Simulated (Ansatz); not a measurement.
# H under strains and displacements

Level of theory: Ansatz, DFT PBE, scalar-relativistic, plane waves, PAW.

Cutoff 420 eV; k points 9×9×6 on the computed 4-atom cell (Γ-centred); Gaussian smearing, width 0.02 eV; no spin polarisation.

Reference cell:

```
H
1.0
     3.84013    0.00000    0.00000
    -1.92007    3.32565    0.00000
     0.00000    0.00000    5.04666
H
4
Direct
  0.33333 0.66667 0.17650
  0.66667 0.33333 0.67650
  0.66667 0.33333 0.82350
  0.33333 0.66667 0.32350
```

Each variant moves atoms of this cell by the vectors given, if any (Å), and then applies a symmetric strain (tensor components, Cartesian axes). The reference cell isn't relaxed at this level. Energies are per atom at zero smearing, counted from the lowest variant. Pressure is positive in compression.

1. strain (xx yy zz yz xz xy, %) 4.52 3.80 3.75 -0.02 -0.17 0.01; moves: H1 (-0.005, -0.017, -0.011); H2 (-0.080, -0.011, -0.027); H3 (0.068, 0.031, 0.019); H4 (0.017, -0.004, 0.019)
2. strain (xx yy zz yz xz xy, %) -0.79 -0.79 -9.79 0.00 0.00 0.00; moves: H1 (0.000, 0.000, -0.100); H2 (0.000, 0.000, -0.100); H3 (0.000, 0.000, 0.100); H4 (0.000, 0.000, 0.100)
3. strain (xx yy zz yz xz xy, %) 8.14 1.21 4.39 -2.97 1.72 6.00; moves: H1 (0.053, -0.020, -0.085); H2 (0.012, -0.092, 0.030); H3 (-0.074, 0.057, -0.030); H4 (0.009, 0.056, 0.085)
4. strain (xx yy zz yz xz xy, %) 4.36 4.36 -1.64 0.00 0.00 0.00; moves: H1 (0.000, 0.000, -0.075); H2 (0.000, 0.000, 0.040); H3 (0.000, 0.000, -0.040); H4 (0.000, 0.000, 0.075)
5. strain (xx yy zz yz xz xy, %) -0.19 -1.02 -2.11 -0.45 -0.24 0.26; moves: H1 (-0.016, 0.022, 0.014); H2 (0.015, -0.007, 0.018); H3 (-0.018, 0.011, -0.013); H4 (0.020, -0.026, -0.019)
6. strain (xx yy zz yz xz xy, %) 2.96 3.32 2.92 -0.50 0.38 0.39; moves: H1 (0.081, 0.026, -0.111); H2 (-0.084, -0.026, 0.032); H3 (0.041, -0.010, -0.011); H4 (-0.038, 0.010, 0.090)

```tsv
variant	ΔE (meV/atom)	P (GPa)	largest force (eV/Å)	gap on mesh (eV)	space group
1	5.8	-2.22	2.20	8.67	P1
2	42.4	-3.78	2.52	8.25	P6_3/mmc
3	92.9	-2.04	3.84	8.14	C2
4	78.7	0.41	4.81	9.09	P-6m2
5	0.0	2.68	2.24	9.98	P1
6	116.8	-2.60	4.06	7.94	P1
```

An odd mesh misses points on the zone edge, so a gap read on it can be too wide. Each cell of H holds molecules, and where no dispersion correction was added their binding is poorly described.